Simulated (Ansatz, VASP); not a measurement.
# Pt: VASP beside Ansatz

INCAR

```
PREC     = Accurate       # precision mode
ENCUT    = 520            # plane-wave cutoff, eV
EDIFF    = 1E-6           # SCF threshold, eV
ISMEAR   = 0              # smearing method
SIGMA    = 0.15           # smearing width, eV
LREAL    = False          # projectors in reciprocal space
LASPH    = True           # aspherical terms in the spheres
NELM     = 100            # most SCF steps
ALGO     = Normal         # electronic algorithm
ISIF     = 2              # what is computed and relaxed
LWAVE    = False          # write WAVECAR
LCHARG   = False          # write CHGCAR
GGA      = PE             # functional
NBANDS   = 17             # bands
```

The input KPOINTS:

```
regular mesh
0
Gamma
  18 18 10
```

POSCAR

```
Pt
1.0
    2.7103000000      0.0000000000      0.0000000000
   -1.3551500000      2.3471886519      0.0000000000
    0.0000000000      0.0000000000      4.9009000000
Pt
2
Direct
    0.6666666667      0.3333333333      0.7500000000
    0.3333333333      0.6666666667      0.2500000000
```

Input for Ansatz:

```yaml
crystal:
  lattice:
    - [2.7103, 0.0, 0.0]
    - [-1.35515, 2.3471886519, 0.0]
    - [0.0, 0.0, 4.9009]
  atoms:
    - { symbol: Pt, position: [0.6666666667, 0.3333333333, 0.75] }
    - { symbol: Pt, position: [0.3333333333, 0.6666666667, 0.25] }
basis:
  ecutwfc: 420
kpoints:
  mp_grid: { grid: [18, 18, 10] }
hamiltonian:
  xc: pbe
scf:
  occupations: { method: gaussian, width: 0.15 }
output:
  forces: true
  stress: true
  eigenvalues: true
```

Alike in both runs: task single point; functional PBE; k mesh 18 × 18 × 10; occupations gaussian, width 0.15 eV; no spin polarisation.

```csv
,VASP,Ansatz
version,VASP 6.6.1,Ansatz 0.2.0
potentials or method,"VASP PAW PBE potentials, release 64 (Pt)","scalar-relativistic, plane waves, PAW"
plane-wave cutoff (eV),520,420
valence electrons in the cell,20,36
```

|  | VASP | Ansatz | Ansatz less VASP |
| --- | --- | --- | --- |
| gap on the k mesh at the Fermi level (eV) | none | none | - |
| pressure (GPa) | 3.8 | 4.4 | +0.54 |
| largest component of the traceless stress (GPa) | 6.99 | 6.95 | -0.039 |

A gap of «none» marks a metal or a gap that the smearing closes. The two sets of potentials don't hold the same shells in valence.

The runs have no spin-orbit coupling, so splittings on Pt are missing.
